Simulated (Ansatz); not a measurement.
BN:

```
CELL_PARAMETERS angstrom
1.64382 -4.71554 0.00000
1.64382 4.71554 0.00000
-1.19293 0.00000 4.18174
ATOMIC_POSITIONS crystal
N 0.51179 0.37991 0.82109
N 0.37991 0.51179 0.32109
N 0.77834 0.38574 0.34078
N 0.38574 0.77834 0.84078
B 0.56420 0.17700 0.99182
B 0.17700 0.56420 0.49182
B 0.56643 0.43440 0.50020
B 0.43440 0.56643 0.00020
```

The cell comes from a database or a generator and needn't be the stable form of this composition.

| Item | Value |
| --- | --- |
| Program | Ansatz 0.2.0 |
| Task | single point |
| Functional | PBE |
| Potentials or basis | Ansatz PAW |
| Cutoff | 420 eV (not typed: the program's choice for these potentials) |
| k mesh | 9 × 9 × 7 |
| Occupations | fermi-dirac, width 0.05 eV |
| Spin | no spin polarisation |

On this cell: pressure 0.0 GPa; largest force 0.010 eV/Å; band gap on the k mesh 3.45 eV, indirect (least direct gap 4.01 eV).

The same run follows on a disturbed copy (atoms moved at random, drawn with an rms of 0.05 Å):

```
N B
1.0
     1.64382   -4.71554    0.00000
     1.64382    4.71554    0.00000
    -1.19293    0.00000    4.18174
N B
4 4
Direct
  0.51067 0.37242 0.82116
  0.38286 0.51102 0.31888
  0.77411 0.38784 0.34199
  0.39219 0.79456 0.85561
  0.56356 0.18956 0.99108
  0.15316 0.54540 0.49046
  0.56611 0.43732 0.49537
  0.43981 0.57302 0.98847
```

Question: What does the disturbed cell give?

Answer: The energy moves by +52.4 meV/atom; pressure 1.6 GPa; largest force 3.852 eV/Å; band gap on the k mesh 3.30 eV, indirect (least direct gap 3.96 eV).

Forces on the atoms (eV/Å):
```
N    1.263  3.183 -1.763
N   -0.405  1.707 -0.098
N    0.162 -0.155 -0.413
N   -0.915 -1.195 -2.751
B   -0.701 -2.188  1.372
B    1.687 -1.082  0.855
B   -0.524 -0.305  0.871
B   -0.567  0.035  1.928
```

Stress tensor (GPa, compression positive):
```
 1.51  2.04 -0.08
 2.04  5.86 -4.28
-0.08 -4.28 -2.42
```

Caveats: odd divisions of the mesh miss points on the zone boundary, where band edges often lie, so the gap on the mesh can be too wide.

A k mesh can miss the band edges.
